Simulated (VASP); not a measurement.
# Mo (Im-3m) in VASP: further runs, part 2 of 2

VASP 6.6.1. Earlier steps stand in the parts before.

## 3. Relaxation of cell and atoms, PBE

This run uses another cell than the first one, of 15.83 Å³/atom, 1.016 times its volume.

Contents of INCAR:

```
SYSTEM = Mo
ALGO     = Normal         ! electronic algorithm
EDIFF    = 1E-7           ! SCF threshold, eV
EDIFFG   = -0.002         ! ionic threshold
ENCUT    = 520            ! plane-wave cutoff, eV
GGA      = PE             ! functional
IBRION   = 2              ! ionic algorithm
ISIF     = 3              ! what is computed and relaxed
ISMEAR   = 0              ! smearing method
LASPH    = .True.         ! aspherical terms in the spheres
LCHARG   = .False.        ! write CHGCAR
LREAL    = .False.        ! projectors in reciprocal space
LWAVE    = .False.        ! write WAVECAR
NELM     = 60             ! most SCF steps
NSW      = 80             ! ionic steps
PREC     = Accurate       ! precision mode
SIGMA    = 0.3            ! smearing width, eV
```

Contents of KPOINTS:

```
k-points
0
Gamma
  18 18 18
  0 0 0
```

Contents of POSCAR:

```
Mo                                      
1.0
   -1.5816529959      1.5816529959      1.5816529959
    1.5816529959     -1.5816529959      1.5816529959
    1.5816529959      1.5816529959     -1.5816529959
  Mo            
     1
Direct
     0.0000000000000000    0.0000000000000000    0.0000000000000000
```

Potentials or basis: VASP PAW PBE potentials, release 64 (Mo_sv).

Run with:

```sh
cat potpaw_PBE.64/Mo_sv/POTCAR > POTCAR
mpirun -np 1 vasp_std > vasp.out
```

OUTCAR:

```text
SYSTEM = Mo
   EDIFF = 1E-7
   EDIFFG = -0.002
   ENCUT = 520
   GGA = PE
   IBRION = 2
   ISIF = 3
   ISMEAR = 0
   LASPH = .True.
   LREAL = .False.
   NELM = 60
   NSW = 80
   PREC = Accurate

 ion  position               nearest neighbor table
   1  0.000  0.000  0.000-

  LATTYP: Found a body centered cubic cell.
 ALAT       =     3.1633059918

  Lattice vectors:

 A1 = (  -1.5816529959,   1.5816529959,   1.5816529959)
 A2 = (   1.5816529959,  -1.5816529959,   1.5816529959)
 A3 = (   1.5816529959,   1.5816529959,  -1.5816529959)

Analysis of symmetry for initial positions (statically):
=====================================================================
 Subroutine PRICEL returns:
 Original cell was already a primitive cell.

 Routine SETGRP: Setting up the symmetry group for a
 body centered cubic supercell.

 Subroutine GETGRP returns: Found 48 space group operations
 (whereof 48 operations were pure point group operations)
 out of a pool of 48 trial point group operations.

The static configuration has the point symmetry O_h .

Analysis of symmetry for dynamics (positions and initial velocities):
=====================================================================
 Subroutine PRICEL returns:
 Original cell was already a primitive cell.

 Routine SETGRP: Setting up the symmetry group for a
 body centered cubic supercell.

 Subroutine GETGRP returns: Found 48 space group operations
 (whereof 48 operations were pure point group operations)
 out of a pool of 48 trial point group operations.

The dynamic configuration has the point symmetry O_h .

 Subroutine INISYM returns: Found 48 space group operations
 (whereof 48 operations are pure point group operations),
 and found     1 'primitive' translations

----------------------------------------------------------------------------------------

                                     Primitive cell

  volume of cell :      15.8268

  direct lattice vectors                    reciprocal lattice vectors
    -1.581652996  1.581652996  1.581652996     0.000000000  0.316124966  0.316124966
     1.581652996 -1.581652996  1.581652996     0.316124966  0.000000000  0.316124966
     1.581652996  1.581652996 -1.581652996     0.316124966  0.316124966  0.000000000

  length of vectors
     2.739503349  2.739503349  2.739503349     0.447068215  0.447068215  0.447068215

  position of ions in fractional coordinates (direct lattice)
     0.000000000  0.000000000  0.000000000

  ion indices of the primitive-cell ions
   primitive index   ion index
                 1           1

----------------------------------------------------------------------------------------

 KPOINTS: k-points

Automatic generation of k-mesh.
 Grid dimensions read from file:
 generate k-points for:   18   18   18

 Generating k-lattice:

  Cartesian coordinates                     Fractional coordinates (reciprocal lattice)
     0.000000000  0.017562498  0.017562498     0.055555556  0.000000000  0.000000000
     0.017562498  0.000000000  0.017562498     0.000000000  0.055555556  0.000000000
     0.017562498  0.017562498  0.000000000     0.000000000  0.000000000  0.055555556

  Length of vectors
     0.024837123  0.024837123  0.024837123

  Shift w.r.t. Gamma in fractional coordinates (k-lattice)
     0.000000000  0.000000000  0.000000000

 Subroutine IBZKPT returns following result:
 ===========================================

 Found    195 irreducible k-points:

 Following reciprocal coordinates:
            Coordinates               Weight
  0.000000  0.000000  0.000000      1.000000
  0.055556  0.000000  0.000000     12.000000
  0.111111  0.000000  0.000000     12.000000
  0.166667  0.000000  0.000000     12.000000
  0.222222  0.000000  0.000000     12.000000
  0.277778  0.000000  0.000000     12.000000
[... 16 lines left out ...]
  0.333333  0.111111 -0.000000     48.000000
  0.388889  0.111111 -0.000000     48.000000
 [... further k-points ...]
   k-points           NKPTS =    195   k-points in BZ     NKDIM =    195   number of bands    NBANDS=     11
   number of dos      NEDOS =    301   number of ions     NIONS =      1
   total plane-waves  NPLWV =   8000
   dimension x,y,z NGX =    20 NGY =   20 NGZ =   20
   dimension x,y,z NGXF=    40 NGYF=   40 NGZF=   40
   ions per type =               1
   NGX,Y,Z   is equivalent  to a cutoff of  12.14, 12.14, 12.14 a.u.
   NGXF,Y,Z  is equivalent  to a cutoff of  24.27, 24.27, 24.27 a.u.
 SYSTEM =  Mo
   PREC   = accura    normal or accurate (medium, high low for compatibility)
   ISTART =      0    job   : 0-new  1-cont  2-samecut
   ICHARG =      2    charge: 1-file 2-atom 10-const
   ISPIN  =      1    spin polarized calculation?
   LNONCOLLINEAR =      F non collinear calculations
   LSORBIT =      F    spin-orbit coupling
   LASPH  =      T    aspherical Exc in radial PAW
   ENCUT  =  520.0 eV  38.22 Ry    6.18 a.u.   5.09  5.09  5.09*2*pi/ulx,y,z
   NELM   =     60;   NELMIN=  2; NELMDL= -5     # of ELM steps
   EDIFF  = 0.1E-06   stopping-criterion for ELM
   LREAL  =      F    real-space projection
   EDIFFG = -.2E-02   stopping-criterion for IOM
   NSW    =     80    number of steps for IOM
   IBRION =      2    ionic relax: 0-MD 1-quasi-New 2-CG
   NFREE  =      1    steps in history (QN), initial steepest desc. (CG)
   ISIF   =      3    stress and relaxation
   ISYM   =      2    0-nonsym 1-usesym 2-fastsym
   POTIM  = 0.5000    time-step for ionic-motion
   TEBEG  =    0.0;   TEEND  =   0.0 temperature during run
   PSTRESS=    0.0 pullay stress
   NELECT =      14.0000    total number of electrons
   NUPDOWN=      -1.0000    fix difference up-down
   EMIN   =  10.00;   EMAX   =-10.00  energy-range for DOS
   EFERMI =   0.00;   METHOD = LEGACY
   ISMEAR =     0;   SIGMA  =   0.30  broadening in eV -4-tet -1-fermi 0-gaus
   EFERMI_NEDOS =   21; number of points for ismear=-14 and -15
   IALGO  =     38    algorithm
   IMIX   =      4    mixing-type and parameters
     AMIX     =   0.40;   BMIX     =  1.00
     AMIX_MAG =   1.60;   BMIX_MAG =  1.00
  volume/ion in A,a.u.               =      15.83       106.80
  Fermi-wavevector in a.u.,A,eV,Ry     =   1.571519  2.969740 33.601927  2.469672
  Thomas-Fermi vector in A             =   2.673091
   LORBIT       =      0    0 simple, 1 ext, 2 COOP (PROOUT), +10 PAW based schemes
   GGA     = PE    functional components
   LHFCALC =     F    Hartree Fock is set to
   AEXX    =    0.0000 exact exchange contribution
   IVDW    =     0    specifies the selected vdW correction
   LEPSILON=     F    determine dielectric tensor
   LRPA    =     F    only Hartree local field effects (RPA)
 conjugate gradient relaxation of ions
 non-spin polarized calculation
 Gauss-broadening in eV      SIGMA  =   0.30
  energy-cutoff  :      520.00
  volume of cell :       15.83
 maximum number of plane-waves:       440
   NGX = 11   NGY = 11   NGZ = 11

 number of electron      14.0000004 magnetization

 Free energy of the ion-electron system (eV)
  ---------------------------------------------------
  ext. energy  EPLUGINS =         0.00000000
  ---------------------------------------------------
  free energy    TOTEN  =       -10.94802582 eV

  energy without entropy =      -10.91711228  energy(sigma->0) =      -10.93256905

 E-fermi :  12.3961     XC(G=0): -13.3203

 val. band max:       12.3896830247   @ k =   0.3889   0.1111  -0.0000
 cond. band min:      12.4173918052   @ k =  -0.3889   0.4444   0.2778
 fundamental gap:      0.0277087805
 Fermi energy:        12.3961262464

 k-point     1 :       0.0000    0.0000    0.0000
  band No.  band energies     occupation
      1     -48.8822      2.00000
      2     -22.1768      2.00000
      3     -22.1768      2.00000
      4     -22.1768      2.00000
      5       5.2003      2.00000
      6      11.0556      2.00000
      7      11.0556      2.00000
      8      11.0556      2.00000
      9      14.0357      0.00000
     10      14.0357      0.00000
     11      27.2076      0.00000
[... 309 lines left out ...]
 k-point    24 :       0.3889    0.1111   -0.0000
  band No.  band energies     occupation
      1     -48.6304      2.00000
      2     -23.4394      2.00000
      3     -22.6440      2.00000
      4     -22.2458      2.00000
      5       7.5519      2.00000
      6       9.2065      2.00000
      7      12.3897      1.02423
      8      13.9352      0.00000
      9      15.0486      0.00000
     10      17.6953      0.00000
     11      23.9425      0.00000

 [... further k-points ...]

------------------------ aborting loop because EDIFF is reached ----------------------------------------

  FORCE on cell =-STRESS in cart. coord.  units (eV):
  Direction    XX          YY          ZZ          XY          YZ          ZX
  --------------------------------------------------------------------------------------
  -------------------------------------------------------------------------------------
  Total        0.0014572      0.0014572      0.0014572      0.0000000     -0.0000000     -0.0000000
  in kB        0.1475131      0.1475131      0.1475131      0.0000000     -0.0000000     -0.0000000
  external PRESSURE =       0.1475131 kB  Pullay stress =       0.0000000 kB

 VOLUME and BASIS-vectors are now :
 -----------------------------------------------------------------------------
  energy-cutoff  :      520.00
  volume of cell :       15.83
      direct lattice vectors                 reciprocal lattice vectors
    -1.581652996  1.581652996  1.581652996     0.000000000  0.316124966  0.316124966
     1.581652996 -1.581652996  1.581652996     0.316124966  0.000000000  0.316124966
     1.581652996  1.581652996 -1.581652996     0.316124966  0.316124966  0.000000000

 POSITION                                       TOTAL-FORCE (eV/Angst)
 -----------------------------------------------------------------------------------
      0.00000      0.00000      0.00000         0.000000      0.000000     -0.000000
 -----------------------------------------------------------------------------------
    total drift:                                0.000000     -0.000000      0.000000

  FREE ENERGIE OF THE ION-ELECTRON SYSTEM (eV)
  ---------------------------------------------------
  free  energy   TOTEN  =       -10.9480258199 eV

  energy  without entropy=      -10.9171122833  energy(sigma->0) =      -10.93256905

 reached required accuracy - stopping structural energy minimisation
```

Wall time 15 s (1 thread of Intel Xeon Platinum 8488C (Sapphire Rapids), shared host); peak memory 0.15 GiB.

Results:

```yaml
Free_energy: -10.9480 eV
Pressure_after_relaxing: 0.0 GPa
Band_gap_on_the_k_mesh: none (metal or under the smearing width)
```

Final structure:
```
Mo
1.0
    -1.58165    1.58165    1.58165
     1.58165   -1.58165    1.58165
     1.58165    1.58165   -1.58165
Mo
1
Direct
  0.00000 0.00000 0.00000
```

Caveat: the relaxation stopped at its first step, so nothing moved.
